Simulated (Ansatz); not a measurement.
A run of Ansatz 0.2.0 is set up as follows.

input.yaml

```yaml
crystal:
  lattice:
    - [0.0, 2.8338, 2.8338]
    - [2.8338, 0.0, 2.8338]
    - [2.8338, 2.8338, 0.0]
  atoms:
    - { symbol: Se, position: [0.75, 0.75, 0.75] }
    - { symbol: Zn, position: [0.0, 0.0, 0.0] }
kpoints:
  mp_grid: { grid: [8, 8, 8] }
scf:
  occupations: { method: fermi_dirac, width: 0.05 }
hamiltonian:
  xc: revpbe
  pseudopotentials: { kind: all_electron, lapw: { basis_error: 0.001 } }
output:
  forces: true
  stress: true
relax:
  f_tol: 0.02
  max_steps: 60
  cell: {}
```

Potentials or basis: all-electron LAPW, scalar-relativistic.

Command:

```bash
$ ansatz run input.yaml --threads 1 --pin off --max-ram 3072MiB --backend cpu --events-out ev --progress --plain --runs-dir out
```

(1) Estimate the relaxed cell.

(2) Predict the relaxed volume.

## Answers

(1) a = 4.092 Å, b = 4.092 Å, c = 4.092 Å, α = 60.00°, β = 60.00°, γ = 60.00°.

(2) 24.23 Å³/atom.
